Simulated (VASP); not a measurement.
The system is CeO.

```
Ce O
1.0
     2.88810    0.00000    0.00000
     0.00000    2.88810    0.00000
     0.00000    0.00000    2.88810
Ce O
1 1
Direct
  0.00000 0.00000 0.00000
  0.50000 0.50000 0.50000
```

The cell comes from a database or a generator and needn't be the stable form of this composition.

Base run:

* Program: VASP 6.6.1
* Functional: PBEsol
* Potentials or basis: VASP PAW PBE potentials, release 64 (Ce, O)
* Cutoff: 520 eV
* k mesh: 7 × 7 × 7
* Occupations: gaussian, width 0.05 eV
* Spin: no spin polarisation
* Hubbard terms: Ce f U = 5 eV

Its results: band gap on the k mesh none (metal or under the smearing width); pressure 43.1 GPa.

**Question.** The run is repeated on the same cell with these changes: spin from no spin polarisation to collinear spin, random start; further incar settings from ALGO = Normal; EDIFF = 1e-06; NBANDS = 16 to ALGO = Normal; EDIFF = 1e-06; NBANDS = 20. What comes out?

**Answer.** Band gap on the k mesh none (metal or under the smearing width); pressure 45.3 GPa; net moment -0.94 μB per cell; site moments Ce -0.91; O +0.02 μB.

Caveats: a pressure of tens of GPa on the cell as given is suspect, and the run, the potentials or the cell itself is likely at fault; the PAW data sets were made with another functional, which shifts forces and pressure a little; U without spin polarisation on a metal has little footing (some runs); the magnetic or orbital state may not be the lowest (some runs); spin-orbit coupling is left out, which moves the levels of the heavy elements (some runs).

Not every run made on this cell is shown here.
